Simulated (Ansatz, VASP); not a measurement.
BN in VASP and in Ansatz

```xyz
2
Lattice="2.5080 0.0000 0.0000 -1.2467 2.1762 0.0000 -0.6307 -1.0881 3.0225" Properties=species:S:1:pos:R:3 pbc="T T T"
B     1.2024    2.1718   -0.0073
N     0.6410   -0.3484    2.9772
```

Change from the starting cell: one atom moved.

Alike in both runs: task single point; functional PBE; k mesh 14 × 14 × 14; occupations gaussian, width 0.02 eV; no spin polarisation.

|  | VASP | Ansatz |
| --- | --- | --- |
| version | VASP 6.6.1 | Ansatz 0.2.0 |
| potentials or method | VASP PAW PBE potentials, release 64 (B, N) | scalar-relativistic, plane waves, PAW |
| plane-wave cutoff (eV) | 520 | 420 |
| valence electrons in the cell | 8 | 8 |

|  | VASP | Ansatz | Ansatz less VASP |
| --- | --- | --- | --- |
| gap on the k mesh at the Fermi level (eV) | 2.47 | 2.48 | +0.009 |
| least direct gap on the mesh (eV) | 4.34 | 4.35 | +0.004 |
| pressure (GPa) | 5.6 | 5.6 | -0.03 |
| largest component of the traceless stress (GPa) | 8.74 | 8.71 | -0.024 |
| rms of the force components (eV/Å) | 1.713 | 1.717 | +0.0041 |

Atom by atom the forces differ by 0.004 eV/Å (rms over components).

Caveats: forces of over 1 eV/Å show positions far from the minimum, so gaps and moduli don't describe the material at rest. A k mesh can miss the band edges.
